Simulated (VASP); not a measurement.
A run of VASP 6.6.1 is set up as follows.

Contents of INCAR:

```
SYSTEM = WC
PREC = Accurate ; ENCUT = 520
EDIFF = 1E-6 ; ISMEAR = 0
SIGMA = 0.01 ; LREAL = .FALSE.
LASPH = .TRUE. ; NELM = 60
ALGO = Normal ; ISIF = 2
LWAVE = .FALSE. ; LCHARG = .FALSE.
METAGGA = R2SCAN ; LMIXTAU = .TRUE.
IVDW = 13 ; VDW_S6 = 1.0
VDW_S8 = 0.6018749 ; VDW_A1 = 0.51559235
VDW_A2 = 5.77342911 ; IBRION = 2
NSW = 40 ; EDIFFG = -0.01
```

The input KPOINTS:

```
Automatic mesh
0
G
  10 10 6
  0 0 0
```

POSCAR

```
WC
1.0
    1.6829714354     -2.1730763179      0.0000000000
    1.6829714354      2.1730763179      0.0000000000
    0.0000000000      0.0000000000      4.4214038551
W C
1 1
Selective dynamics
Direct
    0.5000000000      0.5000000000      0.5000000000  F F F
    0.0000000000      0.0000000000      0.0000000000  T T T
```

Potentials or basis: VASP PAW PBE potentials, release 64 (W_sv, C).

Command:

```console
$ cat potpaw_PBE.64/W_sv/POTCAR potpaw_PBE.64/C/POTCAR > POTCAR
$ mpirun -np 1 vasp_std > vasp.out
```

(1) What does it give for the dispersion energy per atom?

(2) What does it give for the band gap on the k mesh?

Answers

(1) -0.156 eV.

(2) none (metal or under the smearing width).

Caveat: the relaxation stopped at its first step, so nothing moved.
